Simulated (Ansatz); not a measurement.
# SiNi₂: checking dH/dP = V

Method: DFT r2SCAN, scalar-relativistic, plane waves, PAW (Ansatz). (500 eV cutoff, 12×12×8 k-mesh, Gaussian smearing of 0.10 eV, no spin polarisation)

Reference structure (relaxed):

```xyz
6
Lattice="3.8695 0.0000 0.0000 -1.9348 3.3511 0.0000 0.0000 0.0000 4.9268" Properties=species:S:1:pos:R:3 pbc="T T T"
Si    0.0000    2.2341    3.6951
Si    1.9348    1.1170    1.2317
Ni    0.0000    0.0000    0.0000
Ni    0.0000    0.0000    2.4634
Ni    0.0000    2.2341    1.2317
Ni    1.9348    1.1170    3.6951
```

Cell and atoms were relaxed at each target pressure within the start's symmetry (P6_3/mmc), at zero temperature; other phases can be more stable under pressure. H = E + PV with P the target; E is the free energy at the smearing used, whose derivative the pressure is, per atom and counted from zero pressure. Spin polarisation was left out, and a magnetic state may lie lower.

```
P (GPa) V (Å³/atom) E − E0 (meV) H − H0 (meV)
      0       10.648           0.0           0.0
      3       10.512           1.3         198.1
      8       10.303           8.4         522.8
     15       10.048          26.6         967.3
     30        9.595          89.3        1885.8
     60        8.926         273.1        3615.9
```

Task: Thermodynamics gives dH/dP = V along a relaxed path. Integrate V over P by the trapezoid rule and compare with the computed enthalpies.

Result: With 1 eV/Å³ = 160.22 GPa, each step adds the mean volume times ΔP / 160.22:
```csv
P (GPa),∫V dP (meV),H − H0 (meV),difference (meV)
3,198.1,198.1,0.0
8,522.9,522.8,0.1
15,967.5,967.3,0.2
30,1886.9,1885.8,1.1
60,3620.9,3615.9,5.0
```

V(P) curves upward, so the trapezoid rule runs high; integrating a smooth curve through the same points puts that excess at about 4.8 meV at 60 GPa, against the 5.0 meV found.

Task: At 60 GPa, how much of the enthalpy change is stored energy and how much is the PV term?

Result: E rises by 273 meV/atom and PV is 60 × 8.926 / 160.22 = 3343 meV/atom, so PV makes 92 % of ΔH. So between rival structures at high pressure a small difference in volume can outweigh the difference in energy: 1 % of this volume is worth 33.4 meV/atom at this pressure.

Task: What bulk modulus do the lowest pressures give, and how is the compression shared among the axes?

Result: From the pressures that the runs reached, -3.01 GPa (10.797 Å³) and 3.00 GPa (10.512 Å³), B = −ΔP/Δln V = 6.01 / 0.0268 = 224 GPa, a mean over that range. The linear compressibilities −Δln(length)/ΔP are 1.28 along a, 1.28 along b, 1.89 along c (in TPa⁻¹). With fixed angles they add up to 1/B: 4.46 against 4.46. Softest: c, at 42 % of the volume change per axis.